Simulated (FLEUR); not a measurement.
# HfC (Fm-3m) in FLEUR: a series of runs, part 2 of 2

FLEUR MaX-R8.1 (later development tree). The steps go on from the part before.

### Step 5. Equation of state, SCAN, 12.57 Å³/atom

Changes to inp.xml since step 4:

```diff
@@ -27,3 +27,3 @@
       <xi:include xmlns:xi="http://www.w3.org/2001/XInclude" href="sym.xml"> </xi:include>
-      <bulkLattice scale="0.9864848297">
+      <bulkLattice scale="1.0000000000">
          <bravaisMatrix>
```

Command:

```console
$ inpgen -f crystal.txt -profile fastHighL
$ # inp.xml edited to the form shown
$ fleur_MPI
```

It took 53 s on 1 thread of Arm Neoverse V2, shared host; peak memory 0.09 GiB.

The run converged. Its results:

| Property | Result |
| --- | --- |
| Free energy | -411861.2061 eV |
| Band gap on the k mesh | none (metal or under the smearing width) |
| Valence electrons inside the program's atomic spheres | Hf 23.63; C 2.42 (radii Hf 2.44, C 1.51 bohr) |

Caveat: the meta-GGA is that of a development version, with a GGA for the radial functions and cores and without core tails.

### Step 6. Equation of state, SCAN, 13.07 Å³/atom (volume scaled by 1.04)

Changes to inp.xml since step 5:

```diff
@@ -27,3 +27,3 @@
       <xi:include xmlns:xi="http://www.w3.org/2001/XInclude" href="sym.xml"> </xi:include>
-      <bulkLattice scale="1.0000000000">
+      <bulkLattice scale="1.0131594038">
          <bravaisMatrix>
```

Potentials or basis: all-electron, FLAPW.

Command:

```console
$ inpgen -f crystal.txt -profile fastHighL
$ # inp.xml edited to the form shown
$ fleur_MPI
```

It took 53 s on 1 thread of Arm Neoverse V2, shared host; peak memory 0.09 GiB.

The run converged. Its results:

| Property | Result |
| --- | --- |
| Free energy | -411861.1487 eV |
| Band gap on the k mesh | none (metal or under the smearing width) |
| Valence electrons inside the program's atomic spheres | Hf 23.55; C 2.39 (radii Hf 2.44, C 1.51 bohr) |

Caveat: the meta-GGA is that of a development version, with a GGA for the radial functions and cores and without core tails.

### Step 7. Equation of state, SCAN, 13.32 Å³/atom (volume scaled by 1.06)

Changes to inp.xml since step 6:

```diff
@@ -27,3 +27,3 @@
       <xi:include xmlns:xi="http://www.w3.org/2001/XInclude" href="sym.xml"> </xi:include>
-      <bulkLattice scale="1.0131594038">
+      <bulkLattice scale="1.0196128224">
          <bravaisMatrix>
```

Command:

```console
$ inpgen -f crystal.txt -profile fastHighL
$ # inp.xml edited to the form shown
$ fleur_MPI
```

Run time: 54 s. Hardware: 1 thread of Arm Neoverse V2, shared host; peak memory 0.09 GiB.

It converged, with:

* Free energy: -411861.1017 eV
* Band gap on the k mesh: none (metal or under the smearing width)
* Valence electrons inside the program's atomic spheres: Hf 23.52; C 2.38 (radii Hf 2.44, C 1.51 bohr)

Caveat: the meta-GGA is that of a development version, with a GGA for the radial functions and cores and without core tails.

### Step 8. Equation of state, SCAN

No new run: the results of the series are fitted here.

What came out:

```
Equilibrium volume : 12.32 Å³/atom
Bulk modulus       : 250 GPa
```

Energy against volume, from the lowest point:
| volume (Å³/atom) | energy (meV/atom) |
| --- | --- |
| 11.814 | 13.33 |
| 12.065 | 0.26 |
| 12.568 | 0.00 |
| 13.071 | 28.70 |
| 13.322 | 52.18 |

Caveat: the meta-GGA is that of a development version, with a GGA for the radial functions and cores and without core tails.
